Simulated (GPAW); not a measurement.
Crystal: TiO2.

```
CELL_PARAMETERS angstrom
4.59984 0.00000 0.00000
0.00000 4.59984 0.00000
0.00000 0.00000 2.95921
ATOMIC_POSITIONS crystal
Ti 0.00000 0.00000 0.50000
Ti 0.50000 0.50000 0.00000
O 0.30432 0.30432 0.50000
O 0.19568 0.80432 0.00000
O 0.80432 0.19568 0.00000
O 0.69568 0.69568 0.50000
```

The cell is a database's computed one.

| Property | Result |
| --- | --- |
| Program | GPAW 26.7.0 |
| Task | relaxation of cell and atoms |
| Functional | revPBE |
| Dispersion | D3 |
| Potentials or basis | the program's PAW data sets (release 1.2.1) made for this functional |
| Cutoff | 800 eV |
| Basis | pw |
| k mesh | 4 × 4 × 6 |
| Occupations | fermi-dirac, width 0.05 eV |
| Spin | no spin polarisation |

At the start: pressure 4.4 GPa; volume 10.44 Å³/atom.

How do energy, volume and symmetry change on relaxing?

Over 15 steps the energy falls by 3.3 meV/atom and the volume is 10.64 Å³/atom (+2.0 %); space group P4_2/mnm (No. 136, to 0.05 Å).

The path:
```tsv
step	energy change (eV)	largest force (eV/Å)	pressure (GPa)	volume (Å³)
1	0.0000	0.0948	4.42	62.61
2	-0.0029	0.0677	4.02	62.70
3	-0.0075	0.0212	3.27	62.88
4	-0.0123	0.0312	2.27	63.12
5	-0.0158	0.0724	1.15	63.41
6	-0.0180	0.0864	0.07	63.71
7	-0.0189	0.0665	-0.82	63.99
8	-0.0189	0.0629	-0.79	63.98
9	-0.0190	0.0559	-0.75	63.98
10	-0.0191	0.0459	-0.68	63.96
11	-0.0193	0.0334	-0.59	63.95
12	-0.0195	0.0192	-0.48	63.93
13	-0.0196	0.0042	-0.36	63.91
14	-0.0196	0.0102	-0.23	63.88
15	-0.0196	0.0233	-0.10	63.85
```

Final structure:
```yaml
crystal:
  lattice:
    - [4.63517, 0.00000, 0.00000]
    - [0.00000, 4.63517, 0.00000]
    - [0.00000, 0.00000, 2.97205]
  atoms:
    - { symbol: Ti, position: [0.00000, 0.00000, 0.50000] }
    - { symbol: Ti, position: [0.50000, 0.50000, 0.00000] }
    - { symbol: O, position: [0.30447, 0.30447, 0.50000] }
    - { symbol: O, position: [0.19553, 0.80447, 0.00000] }
    - { symbol: O, position: [0.80447, 0.19553, 0.00000] }
    - { symbol: O, position: [0.69553, 0.69553, 0.50000] }
```

Caveat: the k mesh is coarse; later steps reuse the first step's grids.
